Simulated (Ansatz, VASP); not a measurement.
Sc in VASP and in Ansatz

File INCAR:

```
SYSTEM = Sc
PREC = Accurate
ENCUT = 520
EDIFF = 1E-6
ISMEAR = -1
SIGMA = 0.1
LREAL = .FALSE.
LASPH = .TRUE.
NELM = 80
ALGO = Normal
ISIF = 2
LWAVE = .FALSE.
LCHARG = .FALSE.
NBANDS = 12
```

File KPOINTS:

```
regular mesh
0
G
  15 15 15
  0 0 0
```

POSCAR

```
Sc
1.0
    0.0000000000      1.9884668474      1.9884668474
    1.9884668474      0.0000000000      1.9884668474
    1.9884668474      1.9884668474      0.0000000000
Sc
1
Direct
    0.0000000000      0.0000000000      0.0000000000
```

Input for Ansatz:

```yaml
crystal:
  lattice:
    - [0.0, 1.9884668474, 1.9884668474]
    - [1.9884668474, 0.0, 1.9884668474]
    - [1.9884668474, 1.9884668474, 0.0]
  atoms:
    - { symbol: Sc, position: [0.0, 0.0, 0.0] }
kpoints:
  mp_grid: { grid: [15, 15, 15] }
scf:
  occupations: { method: fermi_dirac, width: 0.1 }
hamiltonian:
  xc: lda
  pseudopotentials: { kind: all_electron, lapw: { basis_error: 0.001 } }
output:
  forces: true
  stress: true
  eigenvalues: true
  populations: true
```

Change from the starting cell: volume scaled by 0.7, LAPW.

Alike in both runs: task single point; functional LDA; k mesh 15 × 15 × 15; occupations fermi-dirac, width 0.1 eV; no spin polarisation.

|  | VASP | Ansatz |
| --- | --- | --- |
| version | VASP 6.6.1 | Ansatz 0.2.0 |
| potentials or method | VASP PAW LDA potentials, release 64 (Sc_sv) | all-electron LAPW, scalar-relativistic |
| plane-wave cutoff (eV) | 520 | see its input |

```csv
,VASP,Ansatz,Ansatz less VASP
pressure (GPa),35.8,35.3,-0.48
```

Ansatz ran all-electron here, so the differences hold the error of VASP's frozen core and of both bases.

Caveats: so large a pressure means that the cell lies far from this level's equilibrium, or that cutoff or potentials fall short (VASP).
